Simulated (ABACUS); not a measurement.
Runs of ABACUS 3.10.1 on W. Symmetry: Im-3m, No. 229, cubic system. Conventional cell: a = 3.165 Å, b = 3.165 Å, c = 3.165 Å, α = 90.00°, β = 90.00°, γ = 90.00°. W (site symmetry m-3m) is surrounded by 8 W at 2.74 Å. 

```csv
task,level,potentials or basis,cell,k mesh,eigensolver,symmetry key,path,points for each segment of the path,max steps of the relaxation,gap on the mesh (eV),pressure (GPa),relaxed volume (Å³/atom)
single point,BLYP,"PseudoDojo NC SR 0.5 PBE standard, DZP LCAO (the cutoffs set its grid)",as given,11 × 11 × 11,scalapack_gvx,1,-,-,-,none,(a),-
relaxation of cell and atoms,BLYP,"PseudoDojo NC SR 0.5 PBE standard, DZP LCAO (the cutoffs set its grid)",relaxed,11 × 11 × 11,genelpa,1,-,-,60,-,0.0,16.77
single point,PBEsol,"PseudoDojo NC SR 0.4.1 PBE standard, DZP LCAO (the cutoffs set its grid)",as given,11 × 11 × 11,scalapack_gvx,1,-,-,-,none,-0.4,-
relaxation of cell and atoms,PBEsol,"PseudoDojo NC SR 0.4.1 PBE standard, DZP LCAO (the cutoffs set its grid)",relaxed,11 × 11 × 11,genelpa,1,-,-,60,-,0.0,15.83
```

Alike in all rows: no spin polarisation; cutoff (eV) 1361; smearing fermi-dirac 0.05 eV.

Estimate the missing entries.

(a) 17.6.

Caveats: the atomic orbitals were generated for these runs and aren't a published set; the potentials were made for another functional, which shifts forces and pressure; the basis of atomic orbitals isn't converged, which shifts pressures, moduli and gaps; so large a pressure means that the cell lies far from this level's equilibrium, or that cutoff or potentials fall short (some runs).

A k mesh can miss the band edges, and the runs leave out spin-orbit coupling on W.

A gap of «none» marks a metal or a gap under the smearing width.

Runs at the PBE level aren't shown here.
